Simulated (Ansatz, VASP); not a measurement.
# Fe: VASP beside Ansatz

The input INCAR:

```
ALGO     = Fast           # electronic algorithm
EDIFF    = 1E-7           # SCF threshold, eV
ENCUT    = 520            # plane-wave cutoff, eV
GGA      = PE             # functional
ISIF     = 2              # what is computed and relaxed
ISMEAR   = 0              # smearing method
ISPIN    = 2              # spin polarisation
LASPH    = T              # aspherical terms in the spheres
LCHARG   = F              # write CHGCAR
LMAXMIX  = 4              # l up to which the mixer works
LORBIT   = 11             # projections on sites
LREAL    = F              # projectors in reciprocal space
LWAVE    = F              # write WAVECAR
MAGMOM   = 2.4            # initial moments
NBANDS   = 14             # bands
NELM     = 150            # most SCF steps
PREC     = Accurate       # precision mode
SIGMA    = 0.05           # smearing width, eV
```

The input KPOINTS:

```
k-points
0
Gamma
  10 10 10
```

File POSCAR:

```
Fe
1.0
   -1.4144795494      1.4144795494      1.4144795494
    1.4144795494     -1.4144795494      1.4144795494
    1.4144795494      1.4144795494     -1.4144795494
Fe
1
Direct
    0.0000000000      0.0000000000      0.0000000000
```

Input for Ansatz:

```yaml
crystal:
  lattice:
    - [-1.4144795494, 1.4144795494, 1.4144795494]
    - [1.4144795494, -1.4144795494, 1.4144795494]
    - [1.4144795494, 1.4144795494, -1.4144795494]
  atoms:
    - { symbol: Fe, position: [0.0, 0.0, 0.0], spin: 2.4 }
basis:
  ecutwfc: 420
  ecutrho_ratio: 4
kpoints:
  mp_grid: { grid: [10, 10, 10] }
hamiltonian:
  xc: pbe
scf:
  occupations: { method: gaussian, width: 0.05 }
output:
  forces: true
  stress: true
  eigenvalues: true
  populations: true
magnetization:
  spin_polarized: true
```

Alike in both runs: task single point; functional PBE; k mesh 10 × 10 × 10; occupations gaussian, width 0.05 eV; collinear spin.

|  | VASP | Ansatz |
| --- | --- | --- |
| version | VASP 6.6.1 | Ansatz 0.2.0 |
| potentials or method | VASP PAW PBE potentials, release 64 (Fe) | scalar-relativistic, plane waves, PAW |
| plane-wave cutoff (eV) | 520 | 420 |
| valence electrons in the cell | 8 | 16 |

VASP gave:

- gap on the k mesh at the Fermi level (eV): none
- pressure (GPa): -0.6
- net moment per atom (μB): 2.13
- size of the moment on the site where the two differ most (μB): 2.13

Which values does Ansatz return?

gap on the k mesh at the Fermi level (eV): none; pressure (GPa): -0.2; net moment per atom (μB): 2.13; size of the moment on the site where the two differ most (μB): 2.19.

Site moments also hang on the region over which each program counts them. A gap of «none» marks a metal or a gap that the smearing closes. The two sets of potentials don't hold the same shells in valence.
